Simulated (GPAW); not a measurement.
Computed results, one entry a study.

How the form of the self-energy moves the gap of CdSe (Cadmoselite). Symmetry: P6_3mc, No. 186, hexagonal system. The conventional cell has a = 4.300 Å, b = 4.300 Å, c = 7.020 Å, α = 90.00°, β = 90.00°, γ = 120.00°. Nearest to Cd lie 4 Se at 2.61 to 2.70 Å. Se has 4 Cd at 2.61 to 2.70 Å nearest. Farther neighbours and most contacts between anions are not listed. The calculation used DFT, LDA, plane waves, PAW (and 3 further levels or steps) in GPAW 26.7.0, with cutoff 450 eV, GPAW PAW setups 1.2.1 data release, 3×3×2 k-mesh, nbands 1018 in one of its runs. The G0W0, Godby-Needs plasmon pole is 1.334 eV, the one-shot HSE06 is 1.543 eV and the G0W0, extrapolated in the cutoff is 1.392 eV. The one-shot Hartree-Fock is 7.025 eV, the G0W0, full frequency, Hilbert transform is 1.312 eV and the known limits are not at the basis limit; no spin-orbit coupling; coarse k mesh. It took 6 runs, 49 min in all on 4 MPI ranks of AMD EPYC 7R43, shared host (the runs of this entry). One-shot HSE06: +0.209 eV against G0W0, Godby-Needs plasmon pole. G0W0, extrapolated in the cutoff: +0.058 eV against G0W0, Godby-Needs plasmon pole, at other bands or cutoff, so not like for like. The database entry behind the starting cell differs from later determinations by our own check (inner coordinate of an old entry). The cell and positions come from the Crystallography Open Database and are kept as given unless a step says otherwise. Limits: no spin-orbit coupling. Bands and cutoff are finite, so the gap is not at the basis limit. The miss can reach some tenths of an eV and take either sign; the mesh is an error of its own. The 3×3×2 mesh is coarse for this cell, which bears on the long-range parts of exchange and screening.

```xyz
4
Lattice="4.3000 0.0000 0.0000 -2.1500 3.7239 0.0000 0.0000 0.0000 7.0200" Properties=species:S:1:pos:R:3 pbc="T T T"
Cd    0.0000    2.4826    0.0000
Cd    2.1500    1.2413    3.5100
Se    0.0000    2.4826    2.7027
Se    2.1500    1.2413    6.2127
```

[Paths, hosts, dates, memory and timing lines, banners, echoed tables and standing remarks are left out of the program output.]

[Logs are printed without paths, hosts, clocks, repeated set-up lines and the standing remarks that a program may print on its own settings, such as how far it seeks lower states.]

[Runs of the session that timed out or met a known fault of the program may be left out.]

[Hosts, paths, dates, database ids (printed as entryN), source tags and the programs' standing remarks are cut or masked in the printed files.]
